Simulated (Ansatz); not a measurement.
## Orbital character of the bands of MgS

```
Mg S
1.0
     4.05431    0.00000    0.00000
    -2.02715    3.51113    0.00000
     0.00000    0.00000    6.49202
Mg S
2 2
Direct
  0.33333 0.66667 0.99758
  0.66667 0.33333 0.49758
  0.33333 0.66667 0.37842
  0.66667 0.33333 0.87842
```

Atoms are numbered in the order listed.

The cell was built from the wurtzite type and relaxed in the same program, and has space group P6_3mc; it needn't be a known or the stable phase.

Computed with Ansatz 0.2.0, DFT, PBE, all-electron LAPW, scalar-relativistic.

Settings: a Γ-centred 12×12×7 k mesh, Fermi–Dirac smearing of 0.05 eV, basis error target 0.5 meV/atom, no spin polarisation.

Weights are projections on a minimal set of Löwdin-orthogonalised atomic shells, summed over atoms of an element; the rest lies outside that basis, and weights on diffuse cation s shells are inflated where empty shells are missing from it. Energies are in eV from the valence-band top.

Points: A (0.000, 0.000, 0.500), Γ (0.000, 0.000, 0.000).

```
            state             character
A, -10.99 eV (×2)                     ?
 A, -1.86 eV (×2)                     ?
 A, -0.32 eV (×4)             S 3p 98 %
     Γ, -11.31 eV                     ?
     Γ, -10.62 eV  S 3s 91 %, Mg 3s 8 %
      Γ, -3.13 eV                     ?
 Γ, -0.51 eV (×2)             S 3p 98 %
 Γ, -0.11 eV (×2)             S 3p 99 %
       Γ, 0.00 eV             S 3p 99 %
```

(1) Fill in "character" for the row "A, -1.86 eV (×2)".

(2) What belongs in the row "Γ, -3.13 eV", column "character"?

(3) Fill in "character" for the row "A, -10.99 eV (×2)".

(4) Give the missing entry: row "Γ, -11.31 eV", column "character".

Answers

(1) S 3p 81 %, Mg 3s 12 %, S 3s 6 %.

(2) S 3p 83 %, Mg 3s 14 %.

(3) S 3s 76 %, Mg 3s 23 %.

(4) S 3s 66 %, Mg 3s 33 %.
